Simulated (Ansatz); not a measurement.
Li₂Se in the antifluorite structure at its r2SCAN geometry, run in Ansatz 0.2.0 at 4 levels of theory. Calculated for a static, non-magnetic cell.

The PBE+SOC input:
```yaml
crystal:
  lattice:
    - [0.0, 2.9935209417, 2.9935209417]
    - [2.9935209417, 0.0, 2.9935209417]
    - [2.9935209417, 2.9935209417, 0.0]
  atoms:
    - { symbol: Se, position: [0.0, 0.0, 0.0] }
    - { symbol: Li, position: [0.25, 0.25, 0.25] }
    - { symbol: Li, position: [0.75, 0.75, 0.75] }
kpoints:
  mp_grid: { grid: [8, 8, 8] }
  band_path:
    path:
      - [0.0, 0.0, 0.0]
      - [0.5, 0.0, 0.5]
      - [0.625, 0.25, 0.625]
      - [0.375, 0.375, 0.75]
      - [0.5, 0.5, 0.5]
      - [0.5, 0.25, 0.75]
      - [0.0, 0.5, 0.5]
    npoints: 1
hamiltonian:
  xc: pbe
scf:
  occupations: { method: fixed }
  n_extra_bands: 8
magnetization:
  noncollinear: true
  spin_orbit: true
output:
  forces: true
  stress: true
  eigenvalues: true
```

Main results, then, where recorded, the levels near the gap in eV from the Fermi energy (columns number the bands from 0), one row a point of the path (Γ, X, U, K, L, W, X):
```
Crystal: 3 atoms, lattice volume = 53.651 Å³
Symmetry: 48 space group operations + 48 with time reversal
Magnetic group: BNS 225.117 (UNI 1619)
```
```
Basis set: ecut = 420 eV, 1067 PW (Γ)
k-points: 29 of 512
SCF converged after 7 iterations
Free energy (F): -5882.427027 eV
Fermi energy:    3.604875 eV
--- Stress (GPa, compression-positive) ---
        0.335801       0.000000       0.000000
        0.000000       0.335801       0.000000
        0.000000       0.000000       0.335801
  P = ⅓ Tr σ = 0.3358 GPa (3.358 kbar)
```
```tsv
band_16	band_17	band_18	band_19	band_20	band_21	band_22	band_23	band_24	band_25	band_26	band_27
-0.387	-0.387	0.000	0.000	0.000	0.000	3.292	3.292	5.505	5.505	5.505	5.505
-2.445	-2.445	-1.655	-1.655	-1.486	-1.486	2.847	2.847	6.065	6.065	10.145	10.145
-2.322	-2.322	-2.143	-2.143	-1.295	-1.295	3.985	3.985	7.148	7.148	8.361	8.361
-2.322	-2.322	-2.143	-2.143	-1.295	-1.295	3.985	3.985	7.148	7.148	8.361	8.361
-3.064	-3.064	-0.771	-0.771	-0.545	-0.545	5.013	5.013	5.842	5.842	5.850	5.850
-2.183	-2.183	-1.960	-1.960	-1.852	-1.852	5.038	5.038	6.287	6.287	7.930	7.930
-2.445	-2.445	-1.655	-1.655	-1.486	-1.486	2.847	2.847	6.065	6.065	10.145	10.145
```

With PBE+SOC the valence top lies at Γ and the conduction bottom at X, 2.85 eV higher; the smallest vertical gap, at Γ, is 3.29 eV.

r2SCAN. Against the first input these blocks differ (the band path and keys that only write files left aside):
```yaml
hamiltonian:
  xc: r2scan
scf:
  occupations: { method: fixed }
  n_extra_bands: 4
```
(magnetization left out)

```
Basis set: ecut = 500 eV, 1363 PW (Γ)
k-points: 29 of 512
SCF converged after 6 iterations
Free energy (F): -5892.682259 eV
Fermi energy:    3.191235 eV
--- Stress (GPa, compression-positive) ---
       -0.032147       0.000000       0.000000
        0.000000      -0.032147       0.000000
        0.000000       0.000000      -0.032147
  P = ⅓ Tr σ = -0.0321 GPa (-0.321 kbar)
```
```tsv
band_8	band_9	band_10	band_11	band_12	band_13
0.000	0.000	0.000	4.096	6.342	6.342
-2.321	-1.443	-1.443	3.478	6.858	11.379
-2.103	-2.097	-1.171	4.645	7.965	9.399
-2.103	-2.097	-1.171	4.645	7.965	9.399
-2.947	-0.524	-0.524	5.876	6.623	6.623
-1.926	-1.926	-1.748	5.640	7.205	8.825
-2.321	-1.443	-1.443	3.478	6.858	11.379
```

With r2SCAN the valence top lies at Γ and the conduction bottom at X, 3.48 eV higher; the smallest vertical gap, at Γ, is 4.10 eV. The mean stress is close to zero (-0.03 GPa).

Question: Another run on the same cell gave
```
Basis set: ecut = 420 eV, 1067 PW (Γ)
k-points: 16 of 216
hybrid outer 1: dexx = +3.265e-3 eV, tail = 4.61e-5 eV
hybrid outer 2: dexx = +5.724e-7 eV, tail = 1.04e-8 eV, Δε = 2.24e-3 eV
hybrid SCF converged: 2 outer / 9 inner (+2 warm-up)
Free energy (F): -5884.134757 eV
Fermi energy:    2.840351 eV
--- Stress (GPa, compression-positive) ---
       -0.310439       0.000000       0.000000
        0.000000      -0.310439       0.000000
        0.000000       0.000000      -0.310439
  P = ⅓ Tr σ = -0.3104 GPa (-3.104 kbar)
```
```tsv
band_8	band_9	band_10	band_11	band_12	band_13
0.000	0.000	0.000	4.382	6.664	6.664
-2.532	-1.569	-1.569	3.816	7.196	11.688
-2.286	-2.279	-1.274	5.007	8.346	9.721
-2.286	-2.279	-1.274	5.007	8.346	9.721
-3.201	-0.574	-0.574	6.175	6.985	6.985
-2.097	-2.097	-1.888	6.070	7.535	9.199
-2.532	-1.569	-1.569	3.816	7.196	11.688
```
Which level of theory and mesh gave it?

Answer: It is HSE06, judged by the exchange loop and the size of the gap (a near hybrid could fit too), on 6×6×6; the blocks that differ from the first input, but for the band path:
```yaml
kpoints:
  mp_grid: { grid: [6, 6, 6] }
hamiltonian:
  xc: hse06
scf:
  occupations: { method: fixed }
  n_extra_bands: 4
```
(magnetization left out)
HSE06 gives an indirect gap of 3.82 eV, from Γ to X; the least direct gap is 4.38 eV at Γ. The mean stress, -0.3 GPa, is small, and the program warns that its thresholds are loose for a hybrid's stress.

PBE0. Against the first input these blocks differ (the band path and keys that only write files left aside):
```yaml
kpoints:
  mp_grid: { grid: [6, 6, 6] }
hamiltonian:
  xc: pbe0
scf:
  occupations: { method: fixed }
  n_extra_bands: 4
```
(magnetization left out)

```
Basis set: ecut = 420 eV, 1067 PW (Γ)
k-points: 16 of 216
hybrid outer 1: dexx = +4.364e-3 eV, tail = 4.73e-5 eV
hybrid outer 2: dexx = +2.689e-7 eV, tail = 1.24e-8 eV, Δε = 3.01e-3 eV
hybrid SCF converged: 2 outer / 12 inner (+2 warm-up)
Free energy (F): -5884.139077 eV
Fermi energy:    2.480661 eV
--- Stress (GPa, compression-positive) ---
       -0.303539       0.000000       0.000000
        0.000000      -0.303539       0.000000
        0.000000       0.000000      -0.303539
  P = ⅓ Tr σ = -0.3035 GPa (-3.035 kbar)
```
```tsv
band_8	band_9	band_10	band_11	band_12	band_13
0.000	0.000	0.000	5.042	7.385	7.385
-2.586	-1.599	-1.599	4.484	7.924	12.426
-2.336	-2.330	-1.300	5.695	9.079	10.452
-2.336	-2.330	-1.300	5.695	9.079	10.452
-3.270	-0.587	-0.587	6.883	7.703	7.703
-2.143	-2.143	-1.932	6.765	8.259	9.941
-2.586	-1.599	-1.599	4.484	7.924	12.426
```

The PBE0 gap is indirect, 4.48 eV (Γ to X), below the direct gap of 5.04 eV at Γ. The mean stress, -0.3 GPa, is small, and the program warns that its thresholds are loose for a hybrid's stress.

The hybrids run on coarser meshes, which limits their stresses and small splittings of levels.

Totals of different functionals, or with and without spin-orbit coupling, can't be compared.

Only the levels marked +SOC include spin-orbit coupling.

The meshes of the hybrids are coarse, so their gaps aren't converged to the digits shown.
